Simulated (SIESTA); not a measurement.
## SiC under changes of volume

One of the cells (10.313 Å³/atom); the others are scaled copies at fixed shape and fractional positions:

```
Si C
1.0
     3.07569    0.00000    0.00000
    -1.53785    2.66363    0.00000
     0.00000    0.00000   10.07065
Si C
4 4
Direct
  0.00000 0.00000 0.18789
  0.00000 0.00000 0.68789
  0.33333 0.66667 0.43784
  0.66667 0.33333 0.93784
  0.00000 0.00000 0.00046
  0.00000 0.00000 0.50046
  0.33333 0.66667 0.24980
  0.66667 0.33333 0.74980
```

The cell is a database's computed one.

| Property | Result |
| --- | --- |
| Program | SIESTA 5.4.2 |
| Functional | LDA |
| Potentials or basis | PseudoDojo 0.4 standard (LDA files) |
| Basis | DZP (energy shift 0.003 Ry) |
| Grid cutoff | 500 Ry |
| Energy shift | 0.003 Ry |
| k mesh | 8 × 8 × 2 |
| Occupations | fermi-dirac, width 0.05 eV |
| Spin | no spin polarisation |

```csv
volume (Å³/atom),energy over the lowest point (meV/atom),pressure (GPa),gap on the mesh (eV),largest force (eV/Å)
9.694,23.25,14.2,2.19,0.024
9.900,8.69,8.5,2.19,0.021
10.107,1.17,3.3,2.18,0.024
10.313,0.00,-1.4,2.18,0.026
10.519,4.58,-5.6,2.17,0.028
10.726,?,?,?,?
10.932,28.88,-13.0,2.16,0.029
```

Problem. What does the run at 10.726 Å³/atom give?

Solution. Energy over the lowest point 14.37 meV/atom; pressure -9.5 GPa; gap on the mesh 2.16 eV; largest force 0.029 eV/Å.

Worked out: A Birch-Murnaghan fit of order 3 (a polynomial in V^(-2/3)) to the other rows has its minimum at 10.25 Å³/atom with B0 = V·E''(V) = 229 GPa and B' = 4.0 at fixed shape and positions, which overstates the stiffness. It gives 14.40 meV/atom at 10.726 Å³/atom, against the run's 14.37, and -dE/dV = -9.5 GPa, against -9.5. A straight line through the other rows of the gap, of slope -0.263 eV per unit of ln V, gives 2.17 eV, against the run's 2.16.

Energies are extrapolated to zero smearing.

Caveats: the basis of atomic orbitals isn't converged, which shifts pressures, moduli and gaps.

A mesh can miss the band edges.
